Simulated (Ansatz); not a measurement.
TiO2, space group Cmcm, the D3 and D4 dispersion energy

Run with the Python package of Ansatz (0.2.0).

`disp_tio2.py`
```python
"""D3 and D4 corrections for TiO2 against volume."""

import ansatz as az
import numpy as np

vectors0 = np.array([
    [1.474097, -4.79653, 0.0],
    [1.474097, 4.79653, 0.0],
    [0.0, 0.0, 10.235223],
])
sites = [
    ("Ti", (0.133087, 0.866913, 0.583142)),
    ("Ti", (0.866913, 0.133087, 0.416858)),
    ("Ti", (0.133087, 0.866913, 0.916858)),
    ("Ti", (0.866913, 0.133087, 0.083142)),
    ("O", (0.7544, 0.2456, 0.897134)),
    ("O", (0.2456, 0.7544, 0.102866)),
    ("O", (0.2456, 0.7544, 0.397134)),
    ("O", (0.7544, 0.2456, 0.602866)),
    ("O", (0.065765, 0.934235, 0.75)),
    ("O", (0.934235, 0.065765, 0.25)),
    ("O", (0.5, 0.5, 0.5)),
    ("O", (0.5, 0.5, 0.0)),
]


def make_crystal(cell):
    crystal = az.Crystal(lattice=az.Lattice.of(cell))
    for symbol, position in sites:
        crystal = crystal.atom(symbol, position)
    return crystal


def main() -> None:
    atoms = [(site[0], site[1]) for site in sites]
    print("dispersion energy and pressure at linear scale factors", (0.97, 1.0, 1.03, 1.06))
    for functional in (az.Functional.PBE0, az.Functional.HSE06):
        for method in ("d3bj", "d4"):
            damping = az.dispersion_damping(method=method, xc=functional)
            line = []
            for scale in (0.97, 1.0, 1.03, 1.06):
                term = az.pairwise_dispersion(vectors=(vectors0 * scale).tolist(), atoms=atoms, damping=damping, periodic=(True, True, True))
                line.append(f"{term.energy_ev / len(atoms):.4f} eV/atom, {np.trace(term.stress_gpa) / 3:.2f} GPa")
            print(functional.value, method, "|", " | ".join(line))
    print("charges of the D4 model in the last cell:", np.round(term.partial_charges_e, 3))


if __name__ == "__main__":
    main()
```

```console
$ python disp_tio2.py
dispersion energy and pressure at linear scale factors (0.97, 1.0, 1.03, 1.06)
pbe0 d3bj | -0.2436 eV/atom, -3.74 GPa | -0.2212 eV/atom, -3.10 GPa | -0.2014 eV/atom, -2.58 GPa | -0.1839 eV/atom, -2.16 GPa
pbe0 d4 | -0.1798 eV/atom, -3.28 GPa | -0.1606 eV/atom, -2.58 GPa | -0.1445 eV/atom, -2.05 GPa | -0.1309 eV/atom, -1.65 GPa
hse06 d3bj | -0.2693 eV/atom, -4.16 GPa | -0.2444 eV/atom, -3.45 GPa | -0.2224 eV/atom, -2.87 GPa | -0.2030 eV/atom, -2.40 GPa
hse06 d4 | -0.1735 eV/atom, -3.16 GPa | -0.1551 eV/atom, -2.48 GPa | -0.1396 eV/atom, -1.98 GPa | -0.1265 eV/atom, -1.59 GPa
charges of the D4 model in the last cell: [ 1.259  1.259  1.259  1.259 -0.629 -0.629 -0.629 -0.629 -0.631 -0.631
 -0.627 -0.627]
```

The structure comes from a database and needn't be a stable phase.
